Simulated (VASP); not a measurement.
Here is a VASP 6.6.1 calculation.

File INCAR:

```
SYSTEM = GaN
PREC = Accurate
ENCUT = 600
EDIFF = 1E-7
ISMEAR = 0
SIGMA = 0.03
LREAL = .FALSE.
LASPH = .TRUE.
NELM = 80
ALGO = Normal
ISIF = 3
LWAVE = .FALSE.
LCHARG = .FALSE.
IBRION = 2
NSW = 90
EDIFFG = -0.005
```

KPOINTS

```
Automatic mesh
0
G
  12 12 5
  0 0 0
```

The input POSCAR:

```
GaN                                     
1.0
    3.1565805935      0.0000000000     -0.0000000000
   -1.5782902967      2.7336789830      0.0000000000
   -0.0000000000      0.0000000000      5.1474125457
  Ga              N             
     2     2
Direct
     0.3333333332999970    0.6666666667000030    0.9993961474012717
     0.6666666667000030    0.3333333332999970    0.4993961474012717
     0.3333333332999970    0.6666666667000030    0.3756038525987283
     0.6666666667000030    0.3333333332999970    0.8756038525987283
```

Potentials or basis: VASP PAW LDA potentials, release 64 (Ga_d, N).

The run is started by

```console
$ cat potpaw_LDA.64/Ga_d/POTCAR potpaw_LDA.64/N/POTCAR > POTCAR
$ mpirun -np 1 vasp_std > vasp.out
```

**Question.** Estimate the relaxed cell.

**Answer.** a = 3.157 Å, b = 3.157 Å, c = 5.148 Å, α = 90.00°, β = 90.00°, γ = 120.00°.

**Question.** Estimate the space group after relaxing (to 0.05 Å).

**Answer.** P6_3mc (No. 186).

**Question.** Estimate the relaxed volume.

**Answer.** 11.11 Å³/atom.

**Question.** Estimate the band gap on the k mesh.

**Answer.** 2.11 eV, direct.

Final structure:
```xyz
4
Lattice="3.1568 0.0000 0.0000 -1.5784 2.7339 0.0000 0.0000 0.0000 5.1479" Properties=species:S:1:pos:R:3 pbc="T T T"
Ga    0.0000    1.8226    5.1445
Ga    1.5784    0.9113    2.5705
N     0.0000    1.8226    1.9339
N     1.5784    0.9113    4.5079
```

A hybrid or GW would open this gap; LDA tends to underestimate it.
